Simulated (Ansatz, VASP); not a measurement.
## One calculation of B3As2, two programs

Contents of INCAR:

```
ALGO     = Normal         # electronic algorithm
EDIFF    = 1E-7           # SCF threshold, eV
EDIFFG   = -0.04          # ionic threshold
ENCUT    = 600            # plane-wave cutoff, eV
GGA      = PE             # functional
IBRION   = 2              # ionic algorithm
ISIF     = 3              # what is computed and relaxed
ISMEAR   = 0              # smearing method
LASPH    = T              # aspherical terms in the spheres
LCHARG   = F              # write CHGCAR
LREAL    = F              # projectors in reciprocal space
LWAVE    = F              # write WAVECAR
NELM     = 80             # most SCF steps
NSW      = 90             # ionic steps
PREC     = Accurate       # precision mode
SIGMA    = 0.1            # smearing width, eV
```

KPOINTS

```
k-points
0
Gamma
  6 6 4
```

Contents of POSCAR:

```
B3As2
1.0
    3.5245744200      0.0000000000      0.0000000000
    0.0000000000      3.5245744200      0.0000000000
    0.0000000000      0.0000000000      5.1912710800
B As
3 2
Direct
    0.5000000000      0.0000000000      0.9934612500
    0.0000000000      0.5000000000      0.9934612500
    0.0000000000      0.0000000000      0.2721384500
    0.0000000000      0.0000000000      0.7211286400
    0.5000000000      0.5000000000      0.2898103300
```

Input for Ansatz:

```yaml
crystal:
  lattice:
    - [3.52457442, 0.0, 0.0]
    - [0.0, 3.52457442, 0.0]
    - [0.0, 0.0, 5.19127108]
  atoms:
    - { symbol: B, position: [0.5, 0.0, 0.99346125] }
    - { symbol: B, position: [0.0, 0.5, 0.99346125] }
    - { symbol: B, position: [0.0, 0.0, 0.27213845] }
    - { symbol: As, position: [0.0, 0.0, 0.72112864] }
    - { symbol: As, position: [0.5, 0.5, 0.28981033] }
basis:
  ecutwfc: 420
kpoints:
  mp_grid: { grid: [6, 6, 4] }
hamiltonian:
  xc: pbe
scf:
  occupations: { method: gaussian, width: 0.1 }
  lower_state_search: "off"
output:
  forces: true
  stress: true
  eigenvalues: true
relax:
  adjacent_minimum: "off"
  f_tol: 0.04
  max_steps: 70
  cell: { stress_tol: 0.4 }
```

Change from the starting cell: species swapped into the Cu3Te2 type (P4mm, No. 99).

Alike in both runs: task relaxation of cell and atoms; functional PBE; k mesh 6 × 6 × 4; occupations gaussian, width 0.1 eV; no spin polarisation.

```csv
,VASP,Ansatz
version,VASP 6.6.1,Ansatz 0.2.0
potentials or method,"VASP PAW PBE potentials, release 64 (B, As)","scalar-relativistic, plane waves, PAW"
plane-wave cutoff (eV),600,420
valence electrons in the cell,19,39
```

VASP gave:

| Item | Value |
| --- | --- |
| gap on the k mesh at the Fermi level, each at its own relaxed structure (eV) | none |
| relaxed volume (Å³/atom) | 12.86 |
| relaxed cell length with the largest relative difference (Å) | 4.466 |
| energy change over the relaxation (meV/atom) | -163 |

Question: What did Ansatz give for the same quantities?

Answer: gap on the k mesh at the Fermi level, each at its own relaxed structure (eV): none; relaxed volume (Å³/atom): 12.77; relaxed cell length with the largest relative difference (Å): 4.449; energy change over the relaxation (meV/atom): -164.

A gap of «none» marks a metal or a gap that the smearing closes. The two sets of potentials don't hold the same shells in valence.
